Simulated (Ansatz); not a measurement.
# Residual resistivity of an alloy: Rh(111) with 4 layers of random Rh-Os, 2x2, part 2 of 2

How strongly does chemical disorder scatter in Rh(111) with 4 layers of random Rh-Os, 2x2?

Ansatz 0.2.0; Ansatz plane-wave DFT, PBE, PAW files; ballistic transport by layer matching (Landauer), zero bias; PAW set soft_1.

So far. Step 3 (With 8 alloy layers): Over the solved energies the transmission per spin lies between 3.54 and 3.59, out of 7 channels of the lead on average (up to 7.2).

**4. With 12 alloy layers**

In 12 layers a share of 0.25 of the sites is given to Os at random. A fresh draw is used; the growth of the resistance with length is what counts.

System of this step: Rh(111) with 12 layers of random Rh-Os, 2x2. The cell holds 72 atoms: 60 Rh and 12 Os. Its edges and angles: a = 5.378 Å, b = 5.378 Å, c = 39.523 Å, α = 90.0°, β = 90.0°, γ = 120.0°. It derives from Rh. Regions: lead, 24 atoms (24 Rh); scattering region, 48 atoms (36 Rh and 12 Os). The structure is stacked along c, and the current runs across the ab planes.

The input, input.yaml:

```yaml
crystal:
  lattice:
    - [5.3783955991, 0.0, 0.0]
    - [-2.6891977995, 4.6578272204, 0.0]
    - [0.0, 0.0, 39.5229745576]
  atoms:
    - { symbol: Rh, position: [0.0, 0.0, 0.0277777778] }
    - { symbol: Rh, position: [0.0, 0.5, 0.0277777778] }
    - { symbol: Rh, position: [0.5, 0.0, 0.0277777778] }
    - { symbol: Rh, position: [0.5, 0.5, 0.0277777778] }
    - { symbol: Rh, position: [0.1666666667, 0.3333333333, 0.0833333333] }
    - { symbol: Rh, position: [0.1666666667, 0.8333333333, 0.0833333333] }
    - { symbol: Rh, position: [0.6666666667, 0.3333333333, 0.0833333333] }
    - { symbol: Rh, position: [0.6666666667, 0.8333333333, 0.0833333333] }
    - { symbol: Rh, position: [0.3333333333, 0.1666666667, 0.1388888889] }
    - { symbol: Rh, position: [0.3333333333, 0.6666666667, 0.1388888889] }
    - { symbol: Rh, position: [0.8333333333, 0.1666666667, 0.1388888889] }
    - { symbol: Rh, position: [0.8333333333, 0.6666666667, 0.1388888889] }
    - { symbol: Rh, position: [0.0, 0.0, 0.1944444444] }
    - { symbol: Rh, position: [0.0, 0.5, 0.1944444444] }
    - { symbol: Rh, position: [0.5, 0.0, 0.1944444444] }
    - { symbol: Rh, position: [0.5, 0.5, 0.1944444444] }
    - { symbol: Rh, position: [0.1666666667, 0.3333333333, 0.25] }
    - { symbol: Rh, position: [0.1666666667, 0.8333333333, 0.25] }
    - { symbol: Os, position: [0.6666666667, 0.3333333333, 0.25] }
    - { symbol: Rh, position: [0.6666666667, 0.8333333333, 0.25] }
    - { symbol: Os, position: [0.3333333333, 0.1666666667, 0.3055555556] }
    - { symbol: Os, position: [0.3333333333, 0.6666666667, 0.3055555556] }
    - { symbol: Rh, position: [0.8333333333, 0.1666666667, 0.3055555556] }
    - { symbol: Rh, position: [0.8333333333, 0.6666666667, 0.3055555556] }
    - { symbol: Rh, position: [0.0, 0.0, 0.3611111111] }
    - { symbol: Os, position: [0.0, 0.5, 0.3611111111] }
    - { symbol: Rh, position: [0.5, 0.0, 0.3611111111] }
    - { symbol: Rh, position: [0.5, 0.5, 0.3611111111] }
    - { symbol: Os, position: [0.1666666667, 0.3333333333, 0.4166666667] }
    - { symbol: Rh, position: [0.1666666667, 0.8333333333, 0.4166666667] }
    - { symbol: Os, position: [0.6666666667, 0.3333333333, 0.4166666667] }
    - { symbol: Rh, position: [0.6666666667, 0.8333333333, 0.4166666667] }
    - { symbol: Rh, position: [0.3333333333, 0.1666666667, 0.4722222222] }
    - { symbol: Rh, position: [0.3333333333, 0.6666666667, 0.4722222222] }
    - { symbol: Os, position: [0.8333333333, 0.1666666667, 0.4722222222] }
    - { symbol: Rh, position: [0.8333333333, 0.6666666667, 0.4722222222] }
    - { symbol: Rh, position: [0.0, 0.0, 0.5277777778] }
    - { symbol: Rh, position: [0.0, 0.5, 0.5277777778] }
    - { symbol: Rh, position: [0.5, 0.0, 0.5277777778] }
    - { symbol: Rh, position: [0.5, 0.5, 0.5277777778] }
    - { symbol: Rh, position: [0.1666666667, 0.3333333333, 0.5833333333] }
    - { symbol: Rh, position: [0.1666666667, 0.8333333333, 0.5833333333] }
    - { symbol: Rh, position: [0.6666666667, 0.3333333333, 0.5833333333] }
    - { symbol: Rh, position: [0.6666666667, 0.8333333333, 0.5833333333] }
    - { symbol: Os, position: [0.3333333333, 0.1666666667, 0.6388888889] }
    - { symbol: Rh, position: [0.3333333333, 0.6666666667, 0.6388888889] }
    - { symbol: Os, position: [0.8333333333, 0.1666666667, 0.6388888889] }
    - { symbol: Rh, position: [0.8333333333, 0.6666666667, 0.6388888889] }
    - { symbol: Rh, position: [0.0, 0.0, 0.6944444444] }
    - { symbol: Os, position: [0.0, 0.5, 0.6944444444] }
    - { symbol: Rh, position: [0.5, 0.0, 0.6944444444] }
    - { symbol: Os, position: [0.5, 0.5, 0.6944444444] }
    - { symbol: Rh, position: [0.1666666667, 0.3333333333, 0.75] }
    - { symbol: Rh, position: [0.1666666667, 0.8333333333, 0.75] }
    - { symbol: Rh, position: [0.6666666667, 0.3333333333, 0.75] }
    - { symbol: Os, position: [0.6666666667, 0.8333333333, 0.75] }
    - { symbol: Rh, position: [0.3333333333, 0.1666666667, 0.8055555556] }
    - { symbol: Rh, position: [0.3333333333, 0.6666666667, 0.8055555556] }
    - { symbol: Rh, position: [0.8333333333, 0.1666666667, 0.8055555556] }
    - { symbol: Rh, position: [0.8333333333, 0.6666666667, 0.8055555556] }
    - { symbol: Rh, position: [0.0, 0.0, 0.8611111111] }
    - { symbol: Rh, position: [0.0, 0.5, 0.8611111111] }
    - { symbol: Rh, position: [0.5, 0.0, 0.8611111111] }
    - { symbol: Rh, position: [0.5, 0.5, 0.8611111111] }
    - { symbol: Rh, position: [0.1666666667, 0.3333333333, 0.9166666667] }
    - { symbol: Rh, position: [0.1666666667, 0.8333333333, 0.9166666667] }
    - { symbol: Rh, position: [0.6666666667, 0.3333333333, 0.9166666667] }
    - { symbol: Rh, position: [0.6666666667, 0.8333333333, 0.9166666667] }
    - { symbol: Rh, position: [0.3333333333, 0.1666666667, 0.9722222222] }
    - { symbol: Rh, position: [0.3333333333, 0.6666666667, 0.9722222222] }
    - { symbol: Rh, position: [0.8333333333, 0.1666666667, 0.9722222222] }
    - { symbol: Rh, position: [0.8333333333, 0.6666666667, 0.9722222222] }
kpoints:
  mp_grid: { grid: [5, 5, 1] }
hamiltonian:
  xc: pbe
  pseudopotentials: { kind: paw, azcp: { folder: soft_1 } }
scf:
  occupations: { method: fermi_dirac, width: 0.1 }
output:
  transmission:
    leads: [[0, 4]]
    kmesh: [10, 10]
    e_range: [-0.05, 0.05]
    de: 0.05
  write_potential: true
  write_density: true
  volumetric_format: npy
```

Started as:

```sh
ansatz run input.yaml --threads 4 --pin off --max-ram 15360MiB --backend cpu --events-out ev --progress --plain --runs-dir out
```

Numbers of over 12 decimals in the logs are rounded to 6 here.

What it wrote:

```text
[...]
Crystal: 72 atoms, lattice volume = 990.115 Å³
Basis set: ecut = 420 eV, 19231 PW (Γ)
Bands: 728, of which v1, the nominal top of the filled ones, is band 606 counted from 1 (605 counted from 0)
Symmetry: 1 space group operations
[...]
k-points: 13 of 25 (time reversal used)
[...]
SCF iter   1: F=—  HF=-520854.721935 eV  |F-HF|=—  |Δ(HF+E_count)|=         —  Δρ=1.40e-1  dr2=7.22e2  ethr=3.10e-3  ⟨swp⟩=5.0  Hψ=27431  notcnv=0  defer=112
[...]
SCF iter  11: F=-520806.581361 eV  HF=-520806.581361 eV  |F-HF|=6.46e-9  |Δ(HF+E_count)|=   1.28e-9  Δρ=3.74e-7  dr2=6.86e-9  ethr=8.25e-12  ⟨swp⟩=8.0  Hψ=20775  notcnv=0
SCF 1 converged in 11 iterations: F = -520806.581361 eV  dr2 = 6.86e-9
[...]
transmission: 371 of 3692 steps passed
transmission: 741 of 3692 steps passed
[...]
transmission: 3692 of 3692 steps passed
SCF converged after 11 iterations
Free energy (F): -520806.581361 eV
[...]
Internal energy: -520803.848020 eV  (E = F + TS)
E sigma→0 (E₀):  -520805.214691 eV
Entropy (-TS):   -2.733342 eV (-37.963 meV/atom)
Fermi energy:    23.121241 eV
[...]
--- Band table (eV; the first three rows and the last of 13) ---
  k-point 0: bands = [... 602 lower, 23.6956, 23.7035, 23.7128, 23.7165, 23.7175, 23.7212, 23.7290, 23.7397, ... 118 higher]
  k-point 1: bands = [... 602 lower, 23.3817, 23.3958, 23.4107, 23.4287, 23.4372, 23.4473, 23.4682, 23.4734, ... 118 higher]
  k-point 2: bands = [... 602 lower, 22.6425, 22.6895, 22.7062, 22.7382, 22.7610, 22.7849, 22.7970, 22.8256, ... 118 higher]
  k-point 12: bands = [... 602 lower, 23.0600, 23.0937, 23.1203, 23.1363, 23.1483, 23.1553, 23.1614, 23.1798, ... 118 higher]
--- Transmission ---
  basis      : 211 plane waves across, 71 finite elements along
  points     : 52, standing for a mesh of 10 x 10
[...]
channels       : 7.200000e0 a spin
[...]
junction   : crystal 0 to crystal 0, 0.70 to 38.03 Å
    transmission   : 3.179084e0 a spin
[...]
```

The job ended after 12 min (4 threads of AMD EPYC 9R14 (Zen 4), shared host; peak memory 7.5 GiB; 44 min of CPU time).

Numbers from this step:

* free energy: -520806.5814 eV
* energy at zero smearing: -520805.2147 eV
* Fermi energy: 23.12 eV
* transmission per spin nearest the Fermi level: 3.179
* step of the lead's potential: 5.8 meV

Per spin. The transmission, zone mean by energy, zero at the Fermi level:

```csv
energy (eV),"transmission, zone mean"
-0.0500,3.19
0.0000,3.18
0.0500,3.15
```

Over the solved energies the transmission per spin lies between 3.15 and 3.19, out of 7 channels of the lead on average (up to 7.2).

**5. Resistance against length**

This step: Ansatz plane-wave DFT, PBE, PAW files; ballistic transport by layer matching (Landauer), zero bias; residual resistivity from the slope of the area resistance, atoms on the host's lattice; PAW set soft_1 (Ansatz 0.2.0).

This step gave:

```yaml
resistivity: 16.96 µΩ cm
intercept: 0.1219 fΩ m²
scatter_about_the_fit: 0.01702 fΩ m²
```

Resistance, by row:

| run | length (Å) | T | channels N | RA (fΩ m²) |
| --- | --- | --- | --- | --- |
| n4 | 8.783 | 4.486 | 7 | 0.2588 |
| n8 | 17.57 | 3.57 | 7 | 0.4439 |
| n12 | 26.35 | 3.174 | 7 | 0.5567 |

Table of area resistance by length of the alloy:

| length of the alloy (Å) | area resistance (fΩ m²) |
| --- | --- |
| 8.78 | 0.259 |
| 17.57 | 0.444 |
| 26.35 | 0.557 |

The area resistance goes from 0.26 to 0.56 fΩ m² between 8.8 and 26.3 Å, a slope of 17 µΩ cm.

By hand from the end points: (0.5567 − 0.2588) fΩ m² / (26.35 − 8.78) Å = 17 µΩ cm, since 1 fΩ m² per Å is 1000 µΩ cm.

**6. Outcome**

```
resistivity from the slope  : 17.0 µΩ cm
area resistance over 8.78 Å : 0.259 fΩ m²
area resistance over 17.6 Å : 0.444 fΩ m²
area resistance over 26.3 Å : 0.557 fΩ m²
```

The slope gives 17 µΩ cm. The points scatter by 0.017 fΩ m² about the line, with one random draw a length in a 2x2 cell, so the slope is a rough value. Read with a model of isotropic scattering on a spherical Fermi surface and the lead's 2.2×10¹⁵ S/m², this slope means a mean free path near 21 Å; over these lengths the model's slope is within 3 % of its bulk resistivity. The atoms sit on the host's lattice, so scattering by size misfit is left out. Spin-orbit coupling is left out, which matters for Os. A lead's potential steps by up to 26 meV from period to period, which the log calls too much, so longer leads could move the result.

[Logs are printed without paths, hosts, clocks, repeated set-up lines and the standing remarks that a program may print on its own settings, such as how far it seeks lower states.]

[Hosts, paths, dates, database ids (printed as entryN), source tags and the programs' standing remarks are cut or masked in the printed files.]
